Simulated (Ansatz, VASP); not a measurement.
# LiH: VASP beside Ansatz

Contents of INCAR:

```
ALGO = Normal ; EDIFF = 1E-6
ENCUT = 520 ; GGA = PE
ISIF = 2 ; ISMEAR = -1
LASPH = True ; LCHARG = False
LREAL = False ; LWAVE = False
NBANDS = 9 ; NELM = 60
PREC = Accurate ; SIGMA = 0.02
```

The input KPOINTS:

```
k-points
0
Gamma
  10 10 10
```

POSCAR

```
LiH
1.0
    0.0256383340      2.0029948411      2.0029948411
    2.0029948411      0.0256383340      2.0029948411
    2.0286331751      2.0286331751      0.0000000000
Li H
1 1
Direct
    0.0000000000      0.0000000000      0.0000000000
    0.5000000000      0.5000000000      0.5000000000
```

Input for Ansatz:

```yaml
crystal:
  lattice:
    - [0.025638334, 2.0029948411, 2.0029948411]
    - [2.0029948411, 0.025638334, 2.0029948411]
    - [2.0286331751, 2.0286331751, 0.0]
  atoms:
    - { symbol: Li, position: [0.0, 0.0, 0.0] }
    - { symbol: H, position: [0.5, 0.5, 0.5] }
kpoints:
  mp_grid: { grid: [10, 10, 10] }
  band_path:
    path:
      - [0.0, 0.0, 0.0]
      - [0.5, 0.0, 0.5]
      - [0.625, 0.25, 0.625]
      - [0.375, 0.375, 0.75]
      - [0.5, 0.5, 0.5]
      - [0.5, 0.25, 0.75]
    npoints: 1
hamiltonian:
  xc: pbe
scf:
  occupations: { method: fermi_dirac, width: 0.02 }
  n_extra_bands: 4
output:
  forces: true
  stress: true
  eigenvalues: true
```

Change from the starting cell: shear_xy strain +2.6%.

Alike in both runs: task single point; functional PBE; k mesh 10 × 10 × 10; occupations fermi-dirac, width 0.02 eV; no spin polarisation.

|  | VASP | Ansatz |
| --- | --- | --- |
| version | VASP 6.6.1 | Ansatz 0.2.0 |
| potentials or method | VASP PAW PBE potentials, release 64 (Li_sv, H) | plane waves, PAW |
| plane-wave cutoff (eV) | 520 | 420 |
| valence electrons in the cell | 4 | 4 |

VASP gave:

| Item | Value |
| --- | --- |
| gap on the k mesh at the Fermi level (eV) | 2.97 |

Question: Estimate Ansatz's values.

Answer: gap on the k mesh at the Fermi level (eV): 2.98.

 A k mesh can miss the band edges.
